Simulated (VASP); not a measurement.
# W (P1) in VASP: convergence with ENAUG

Aim: find how far ENAUG must go before the results for W settle, at r2SCAN. This setting moves, with any that are tied to it; all else stays.

All numbers are computed with VASP 6.6.1; they aren't measurements. Logs are shortened: lines on timing, memory, paths and dates and some standing lists are left out, and cuts for length are marked.

**1. The cell of the first run**

The typed cell holds 4 atoms: a = 2.810 Å, b = 4.864 Å, c = 4.924 Å, α = 90.00°, β = 90.00°, γ = 90.00°.

This isn't the form of W at room conditions, which is bcc.

The cell isn't the ideal one: atoms moved at random, drawn with an rms of 0.02 Å.

**2. With ENAUG 300**

Contents of INCAR:

```
PREC = Medium
ENCUT = 520
EDIFF = 1E-7
ISMEAR = 1
SIGMA = 0.1
LREAL = F
LASPH = T
NELM = 80
ALGO = Normal
ISIF = 2
LWAVE = F
LCHARG = F
METAGGA = R2SCAN
LMIXTAU = T
ENAUG = 300
```

Contents of KPOINTS:

```
regular mesh
0
Gamma
  7 5 5
```

Contents of POSCAR:

```
W
1.0
    2.8096620000      0.0000000000      0.0000000000
    0.0000000000      4.8638700000      0.0000000000
    0.0000000000      0.0000000000      4.9236950000
W
4
Direct
    0.8002070000      0.9389830000      0.7490860000
    0.2101270000      0.4383230000      0.7508310000
    0.2008820000      0.0639950000      0.2509330000
    0.7944190000      0.5603760000      0.2512680000
```

Potentials or basis: VASP PAW PBE potentials, release 64 (W_sv).

On the command line:

```sh
cat potpaw_PBE.64/W_sv/POTCAR > POTCAR
mpirun -np 1 vasp_std > vasp.out
```

OUTCAR:

```text
PREC = Medium
   ENCUT = 520
   EDIFF = 1E-7
   ISMEAR = 1
   LREAL = F
   LASPH = T
   NELM = 80
   ISIF = 2
   METAGGA = R2SCAN

 Found     88 irreducible k-points:

 Following reciprocal coordinates:
            Coordinates               Weight
  0.000000  0.000000  0.000000      1.000000
  0.142857  0.000000  0.000000      2.000000
  0.285714  0.000000  0.000000      2.000000
  0.428571  0.000000  0.000000      2.000000
  0.000000  0.200000  0.000000      2.000000
  0.142857  0.200000  0.000000      2.000000
   k-points           NKPTS =     88   k-points in BZ     NKDIM =     88   number of bands    NBANDS=     33
   number of dos      NEDOS =    301   number of ions     NIONS =      4
   total plane-waves  NPLWV =  12544
   dimension x,y,z NGX =    16 NGY =   28 NGZ =   28
   dimension x,y,z NGXF=    16 NGYF=   28 NGZF=   28
   ions per type =               4
   NGX,Y,Z   is equivalent  to a cutoff of   9.47,  9.57,  9.45 a.u.
   NGXF,Y,Z  is equivalent  to a cutoff of   9.47,  9.57,  9.45 a.u.
 SYSTEM =  unknown system
   PREC   = medium    normal or accurate (medium, high low for compatibility)
   ISTART =      0    job   : 0-new  1-cont  2-samecut
   ICHARG =      2    charge: 1-file 2-atom 10-const
   ISPIN  =      1    spin polarized calculation?
   LNONCOLLINEAR =      F non collinear calculations
   LSORBIT =      F    spin-orbit coupling
   LASPH  =      T    aspherical Exc in radial PAW
   ENCUT  =  520.0 eV  38.22 Ry    6.18 a.u.   5.22  9.04  9.15*2*pi/ulx,y,z
   NELM   =     80;   NELMIN=  2; NELMDL= -5     # of ELM steps
   EDIFF  = 0.1E-06   stopping-criterion for ELM
   LREAL  =      F    real-space projection
   EDIFFG = 0.1E-05   stopping-criterion for IOM
   NSW    =      0    number of steps for IOM
   IBRION =     -1    ionic relax: 0-MD 1-quasi-New 2-CG
   NFREE  =      0    steps in history (QN), initial steepest desc. (CG)
   ISIF   =      2    stress and relaxation
   ISYM   =      2    0-nonsym 1-usesym 2-fastsym
   POTIM  = 0.5000    time-step for ionic-motion
   TEBEG  =    0.0;   TEEND  =   0.0 temperature during run
   PSTRESS=    0.0 pullay stress
   NELECT =      56.0000    total number of electrons
   NUPDOWN=      -1.0000    fix difference up-down
   EMIN   =  10.00;   EMAX   =-10.00  energy-range for DOS
   EFERMI =   0.00;   METHOD = LEGACY
   ISMEAR =     1;   SIGMA  =   0.10  broadening in eV -4-tet -1-fermi 0-gaus
   EFERMI_NEDOS =   21; number of points for ismear=-14 and -15
   IALGO  =     38    algorithm
   IMIX   =      4    mixing-type and parameters
     AMIX     =   0.40;   BMIX     =  1.00
     AMIX_MAG =   1.60;   BMIX_MAG =  1.00
  volume/ion in A,a.u.               =      16.82       113.52
  Fermi-wavevector in a.u.,A,eV,Ry     =   1.539909  2.910006 32.263772  2.371320
  Thomas-Fermi vector in A             =   2.646071
   LORBIT       =      0    0 simple, 1 ext, 2 COOP (PROOUT), +10 PAW based schemes
   METAGGA = R2SCAN    functional components
   LHFCALC =     F    Hartree Fock is set to
   AEXX    =    0.0000 exact exchange contribution
   IVDW    =     0    specifies the selected vdW correction
   LEPSILON=     F    determine dielectric tensor
   LRPA    =     F    only Hartree local field effects (RPA)
 non-spin polarized calculation
 Methfessel and Paxton  Order N= 1 SIGMA  =   0.10
  energy-cutoff  :      520.00
  volume of cell :       67.29
 maximum number of plane-waves:      1827
   NGX = 11   NGY = 19   NGZ = 19

 number of electron      55.9999098 magnetization

 Free energy of the ion-electron system (eV)
  ---------------------------------------------------
  ext. energy  EPLUGINS =         0.00000000
  ---------------------------------------------------
  free energy    TOTEN  =      -203.13890787 eV

  energy without entropy =     -203.13704042  energy(sigma->0) =     -203.13828539

 E-fermi :  10.1748     XC(G=0): -14.5342

 val. band max:       10.1735881883   @ k =   0.4286  -0.4000  -0.2000
 cond. band min:      10.1755999603   @ k =   0.2857  -0.4000   0.0000
 fundamental gap:      0.0020117720
 Fermi energy:        10.1747645483

 k-point     1 :       0.0000    0.0000    0.0000
  band No.  band energies     occupation
      1     -65.6252      2.00000
      2     -65.5375      2.00000
      3     -65.4994      2.00000
      4     -65.4425      2.00000
      5     -29.7874      2.00000
      6     -29.7260      2.00000
[... 25 lines left out ...]
     32      11.9048     -0.00000
     33      12.9553      0.00000

 k-point     2 :       0.1429    0.0000    0.0000
  band No.  band energies     occupation
      1     -65.6097      2.00000
      2     -65.5273      2.00000
      3     -65.4915      2.00000
      4     -65.4398      2.00000
      5     -29.7289      2.00000
      6     -29.6738      2.00000
[... 25 lines left out ...]
     32      11.0033     -0.00000
     33      12.4861      0.00000

 k-point     3 :       0.2857    0.0000    0.0000
  band No.  band energies     occupation
      1     -65.5724      2.00000
      2     -65.5039      2.00000
      3     -65.4743      2.00000
      4     -65.4359      2.00000
      5     -29.5815      2.00000
      6     -29.5408      2.00000
[... 25 lines left out ...]
     32      11.7816     -0.00000
     33      12.3724      0.00000

 k-point     4 :       0.4286    0.0000    0.0000
  band No.  band energies     occupation
      1     -65.5384      2.00000
      2     -65.4848      2.00000
      3     -65.4612      2.00000
      4     -65.4365      2.00000
      5     -29.4773      2.00000
      6     -29.4172      2.00000
[... 25 lines left out ...]
     32      13.3820      0.00000
     33      13.4828      0.00000

 k-point     5 :       0.0000    0.2000    0.0000
  band No.  band energies     occupation
      1     -65.6137      2.00000
      2     -65.5290      2.00000
      3     -65.5112      2.00000
      4     -65.4510      2.00000
      5     -29.6947      2.00000
      6     -29.6793      2.00000
[... 25 lines left out ...]
     32      11.6947     -0.00000
     33      12.3397      0.00000

 k-point     6 :       0.1429    0.2000    0.0000
  band No.  band energies     occupation
      1     -65.5989      2.00000
      2     -65.5196      2.00000
      3     -65.5027      2.00000
      4     -65.4474      2.00000
      5     -29.6435      2.00000
      6     -29.6368      2.00000
[... 25 lines left out ...]
     32      11.2727     -0.00000
     33      11.8563     -0.00000

 [... further k-points ...]

------------------------ aborting loop because EDIFF is reached ----------------------------------------

  FORCE on cell =-STRESS in cart. coord.  units (eV):
  Direction    XX          YY          ZZ          XY          YZ          ZX
  --------------------------------------------------------------------------------------
  -------------------------------------------------------------------------------------
  Total       -3.5760522     -2.0913426     -1.3724681      0.2040800      0.0508775      0.0289017
  in kB      -85.1505108    -49.7976207    -32.6802718      4.8594144      1.2114604      0.6881870
  external PRESSURE =     -55.8761344 kB  Pullay stress =       0.0000000 kB

 VOLUME and BASIS-vectors are now :
 -----------------------------------------------------------------------------
  energy-cutoff  :      520.00
  volume of cell :       67.29
      direct lattice vectors                 reciprocal lattice vectors
     2.809662000  0.000000000  0.000000000     0.355914697  0.000000000  0.000000000
     0.000000000  4.863870000  0.000000000     0.000000000  0.205597600  0.000000000
     0.000000000  0.000000000  4.923695000     0.000000000  0.000000000  0.203099501

 POSITION                                       TOTAL-FORCE (eV/Angst)
 -----------------------------------------------------------------------------------
      2.24831      4.56709      3.68827         0.158392      0.089918      0.122921
      0.59039      2.13195      3.69686        -0.248328      0.205081      0.030169
      0.56441      0.31126      1.23552        -0.148295     -0.324826     -0.085974
      2.23205      2.72560      1.23717         0.238231      0.029827     -0.067117
 -----------------------------------------------------------------------------------
    total drift:                                0.004353     -0.000916     -0.002301

  FREE ENERGIE OF THE ION-ELECTRON SYSTEM (eV)
  ---------------------------------------------------
  free  energy   TOTEN  =      -203.1389078662 eV

  energy  without entropy=     -203.1370404228  energy(sigma->0) =     -203.13828539
```

Run time: 3.9 min. Hardware: 1 thread of Intel Xeon Platinum 8488C (Sapphire Rapids), shared host; peak memory 0.22 GiB.

What came out:

```yaml
Free_energy: -203.1389 eV
Pressure: -5.6 GPa
Largest_force: 0.367 eV/Å
Band_gap_on_the_k_mesh: none (metal or under the smearing width)
```

**3. With ENAUG 400**

INCAR: that of step 2 with these lines changed.

```diff
@@ -14,2 +14,2 @@
 LMIXTAU = T
-ENAUG = 300
+ENAUG = 400
```

KPOINTS is that of step 2.

POSCAR is that of step 2.

Potentials or basis: VASP PAW PBE potentials, release 64 (W_sv).

On the command line:

```sh
cat potpaw_PBE.64/W_sv/POTCAR > POTCAR
mpirun -np 1 vasp_std > vasp.out
```

Run time: 4 min. Hardware: 1 thread of Intel Xeon Platinum 8488C (Sapphire Rapids), shared host; peak memory 0.22 GiB.

Results:

```
Free energy            : -203.1401 eV
Pressure               : -5.5 GPa
Largest force          : 0.347 eV/Å
Band gap on the k mesh : none (metal or under the smearing width)
```

**4. With ENAUG 500**

INCAR: that of step 3 with these lines changed.

```diff
@@ -14,2 +14,2 @@
 LMIXTAU = T
-ENAUG = 400
+ENAUG = 500
```

KPOINTS is that of step 3.

POSCAR is that of step 3.

On the command line:

```sh
cat potpaw_PBE.64/W_sv/POTCAR > POTCAR
mpirun -np 1 vasp_std > vasp.out
```

It took 3.7 min on 1 thread of Intel Xeon Platinum 8488C (Sapphire Rapids), shared host; peak memory 0.22 GiB.

Results:

```yaml
Free_energy: -203.1419 eV
Pressure: -5.6 GPa
Largest_force: 0.352 eV/Å
Band_gap_on_the_k_mesh: none (metal or under the smearing width)
```

**5. With ENAUG 700**

INCAR: that of step 4 with these lines changed.

```diff
@@ -14,2 +14,2 @@
 LMIXTAU = T
-ENAUG = 500
+ENAUG = 700
```

KPOINTS is that of step 4.

POSCAR is that of step 4.

On the command line:

```sh
cat potpaw_PBE.64/W_sv/POTCAR > POTCAR
mpirun -np 1 vasp_std > vasp.out
```

It took 3.7 min on 1 thread of Intel Xeon Platinum 8488C (Sapphire Rapids), shared host; peak memory 0.23 GiB.

Results:

| Item | Value |
| --- | --- |
| Free energy | -203.1423 eV |
| Pressure | -5.5 GPa |
| Largest force | 0.351 eV/Å |
| Band gap on the k mesh | none (metal or under the smearing width) |

**6. With ENAUG 900**

INCAR: that of step 5 with these lines changed.

```diff
@@ -14,2 +14,2 @@
 LMIXTAU = T
-ENAUG = 700
+ENAUG = 900
```

KPOINTS is that of step 5.

POSCAR is that of step 5.

Potentials or basis: VASP PAW PBE potentials, release 64 (W_sv).

On the command line:

```sh
cat potpaw_PBE.64/W_sv/POTCAR > POTCAR
mpirun -np 1 vasp_std > vasp.out
```

Run time: 4.4 min. Hardware: 1 thread of Intel Xeon Platinum 8488C (Sapphire Rapids), shared host; peak memory 0.24 GiB.

What came out:

```
Free energy            : -203.1425 eV
Pressure               : -5.5 GPa
Largest force          : 0.350 eV/Å
Band gap on the k mesh : none (metal or under the smearing width)
```

**7. With ENAUG 1200**

INCAR: that of step 6 with these lines changed.

```diff
@@ -14,2 +14,2 @@
 LMIXTAU = T
-ENAUG = 900
+ENAUG = 1200
```

KPOINTS is that of step 6.

POSCAR is that of step 6.

On the command line:

```sh
cat potpaw_PBE.64/W_sv/POTCAR > POTCAR
mpirun -np 1 vasp_std > vasp.out
```

Run time: 3.8 min. Hardware: 1 thread of Intel Xeon Platinum 8488C (Sapphire Rapids), shared host; peak memory 0.24 GiB.

Results:

| Property | Result |
| --- | --- |
| Free energy | -203.1426 eV |
| Pressure | -5.5 GPa |
| Largest force | 0.350 eV/Å |
| Band gap on the k mesh | none (metal or under the smearing width) |

**8. With ENAUG 1600**

INCAR: that of step 7 with these lines changed.

```diff
@@ -14,2 +14,2 @@
 LMIXTAU = T
-ENAUG = 1200
+ENAUG = 1600
```

KPOINTS is that of step 7.

POSCAR is that of step 7.

On the command line:

```sh
cat potpaw_PBE.64/W_sv/POTCAR > POTCAR
mpirun -np 1 vasp_std > vasp.out
```

Wall time 4.2 min (1 thread of Intel Xeon Platinum 8488C (Sapphire Rapids), shared host); peak memory 0.25 GiB.

Results (log left out):

```
Free energy            : -203.1426 eV
Pressure               : -5.5 GPa
Largest force          : 0.351 eV/Å
Band gap on the k mesh : none (metal or under the smearing width)
```

**9. Summary**

```
ENAUG  energy less the tightest run, at zero smearing (meV/atom)  pressure (GPa)  largest force (eV/Å)  SCF cycles  CPU time (s)  peak memory (GiB)
  300                                                       0.91           -5.59                 0.367          22           230               0.22
  400                                                       0.62           -5.53                 0.347          22           240               0.22
  500                                                       0.16           -5.57                 0.352          22           220               0.22
  700                                                       0.05           -5.53                 0.351          22           220               0.23
  900                                                       0.01           -5.53                 0.350          22           260               0.24
 1200                                                       0.00           -5.53                 0.350          22           220               0.24
 1600                                                       0.00           -5.53                 0.351          22           250               0.25
```

Against the tightest run, the energy stays within 1 meV/atom from 300 on; the pressure stays within 0.1 GPa from 300 on; the largest force stays within 0.005 eV/Å from 400 on. The tightest run that finished is the yardstick and may itself not be fully converged.

Caveats: the PAW data sets were made with another functional, which shifts forces and pressure a little.
